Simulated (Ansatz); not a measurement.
## NaI, response to strain

The reference is NaI in the rock salt structure (space group Fm-3m, No. 225).

```yaml
crystal:
  lattice:
    - [0.00000, 3.20105, 3.20105]
    - [3.20105, 0.00000, 3.20105]
    - [3.20105, 3.20105, 0.00000]
  atoms:
    - { symbol: Na, position: [0.00000, 0.00000, 0.00000] }
    - { symbol: I, position: [0.50000, 0.50000, 0.50000] }
```

Cartesian axes are those of the cell as printed.

Strains are applied to the cell and any free atomic positions relax.

Calculations: PBEsol (Ansatz, a first-principles code; PAW; 420 eV plane waves; no spin-orbit coupling).

Notes on the quantities. energy relative to the base: free energy F.

```tsv
variant	band gap	energy relative to the base	volume per atom
base	3.60 eV	0 meV/atom	32.80 Å³
tensor shear ε_xy = +1.14 %	3.54 eV	+0.4 meV/atom	32.80 Å³
tensor shear ε_xy = +0.57 %	3.57 eV	+0.1 meV/atom	32.80 Å³
tensor shear ε_xy = +2.00 %	3.49 eV	[?]	32.79 Å³
tensor shear ε_xy = +1.43 %	3.53 eV	+0.6 meV/atom	32.79 Å³
tensor shear ε_xy = +0.29 %	3.58 eV	0.0 meV/atom	32.80 Å³
tensor shear ε_xy = +1.71 %	[?]	[?]	32.79 Å³
tensor shear ε_xy = +0.86 %	3.55 eV	+0.2 meV/atom	32.80 Å³
```

Q: What belongs in the blanks?

A: 
- tensor shear ε_xy = +2.00 %, energy relative to the base: +1.1 meV/atom
- tensor shear ε_xy = +1.71 %, band gap: 3.51 eV
- tensor shear ε_xy = +1.71 %, energy relative to the base: +0.8 meV/atom

Spin-orbit coupling, missing from the scalar runs, can matter with I. Whether these cells are dynamically stable was not tested.
